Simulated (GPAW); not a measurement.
Runs of GPAW 26.7.0 on KCl (Sylvite). Symmetry: Fm-3m, No. 225, cubic system. The conventional cell has a = 6.293 Å, b = 6.293 Å, c = 6.293 Å, α = 90.00°, β = 90.00°, γ = 90.00°. K (site symmetry m-3m) has 6 Cl at 3.15 Å as nearest neighbours. Cl (site symmetry m-3m) has 6 K at 3.15 Å as nearest neighbours. 

```csv
task,level,potentials or basis,cell,k mesh,cutoff (eV),smearing,maxiter,optimizer,fmax,max steps,target pressure,gap on the mesh (eV),pressure (GPa)
relaxation of cell and atoms,PBEsol,"PAW data sets generated in the run's folder for this functional, pw",relaxed to 10 GPa,7 × 7 × 7,600,fermi-dirac 0.05 eV,150,BFGS,0.02 eV/Å,60,10 GPa,5.93,10.0
relaxation of cell and atoms,PBEsol,"PAW data sets generated in the run's folder for this functional, pw",relaxed to 2 GPa,7 × 7 × 7,600,fermi-dirac 0.05 eV,150,BFGS,0.02 eV/Å,60,2 GPa,5.41,1.9
relaxation of cell and atoms,PBEsol,"PAW data sets generated in the run's folder for this functional, pw",relaxed to 30 GPa,7 × 7 × 7,600,fermi-dirac 0.05 eV,150,BFGS,0.02 eV/Å,60,30 GPa,(a),30.0
single point,LDA,"the program's PAW data sets (release 1.2.1) made for this functional, pw",as given,6 × 6 × 6,450,fermi-dirac 0.05 eV,120,-,-,-,-,4.75,-2.4
dielectric tensor,LDA,"the program's PAW data sets (release 1.2.1) made for this functional, pw",as given,6 × 6 × 6,450,fermi-dirac 0.001 eV,150,-,-,-,-,4.75,-
```

Alike in all rows: no spin polarisation.

Problem. Estimate the missing entries.

Solution. (a) 5.19.

Caveats: later steps reuse the first step's grids (some runs); an odd mesh through Γ misses points on the zone boundary, where band edges often lie (some runs); the cutoff is short for stress and forces, so pressures can be off by a GPa or more (some runs); the long-wavelength limit can be off by a per cent or two (some runs).

Runs at the PBE level aren't shown here.
